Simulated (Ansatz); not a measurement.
ZrO2:
```
CELL_PARAMETERS angstrom
      5.12799     0.00000     0.00000
      0.00000     5.21129     0.00000
     -0.88405     0.00000     5.22128
ATOMIC_POSITIONS crystal
  Zr 0.27719 0.04324 0.20940
  Zr 0.72281 0.54324 0.29060
  Zr 0.72281 0.95676 0.79060
  Zr 0.27719 0.45676 0.70940
  O  0.07002 0.33652 0.34129
  O  0.92998 0.83652 0.15871
  O  0.92998 0.66348 0.65871
  O  0.07002 0.16348 0.84129
  O  0.44863 0.75772 0.47964
  O  0.55137 0.25772 0.02036
  O  0.55137 0.24228 0.52036
  O  0.44863 0.74228 0.97964
```

Relaxed with PBEsol. Special points in fractions of this cell's reciprocal vectors: Γ (0.000, 0.000, 0.000); Z (0.000, 0.500, 0.000); D (0.000, 0.500, 0.500); B (0.000, 0.000, 0.500); A (-0.500, 0.000, 0.500); E (-0.500, 0.500, 0.500); C2 (-0.500, 0.500, 0.000); Y2 (-0.500, 0.000, 0.000).

### Question
List the band energies nearest the valence-band maximum at these points for the program Ansatz at the PBEsol level (PAW).

### Answer
In eV from the valence-band maximum; about four levels below and three above (degenerate sets whole), none deeper than 8.9 eV; points with the same levels are listed once.

```tsv
k	below	above
Γ	-0.65 -0.50 -0.18 0.00	3.99 4.39 4.68
Z	-0.85 -0.85 -0.42 -0.42	4.49 4.49 4.93 4.93
D	-0.89 -0.89 -0.89 -0.89 -0.62 -0.62	4.34 4.34 4.52 4.52
B	-0.76 -0.76 -0.45 -0.45	4.23 4.23 4.54 4.54
A	-0.92 -0.92 -0.45 -0.45	3.82 3.82 4.91 4.91
E	-1.04 -1.04 -0.67 -0.67	4.08 4.08 4.64 4.64
C2	-0.93 -0.93 -0.59 -0.59	4.28 4.28 4.64 4.64
Y2	-0.71 -0.59 -0.38 -0.08	3.59 4.55 4.66
```

Space group P2_1/c. The cell was relaxed with PBEsol under the symmetry of its start. No spin polarisation was allowed. Scalar-relativistic: spin–orbit coupling is off unless named, which matters more the heavier the elements.

Potentials: the later of the program's two PAW sets.
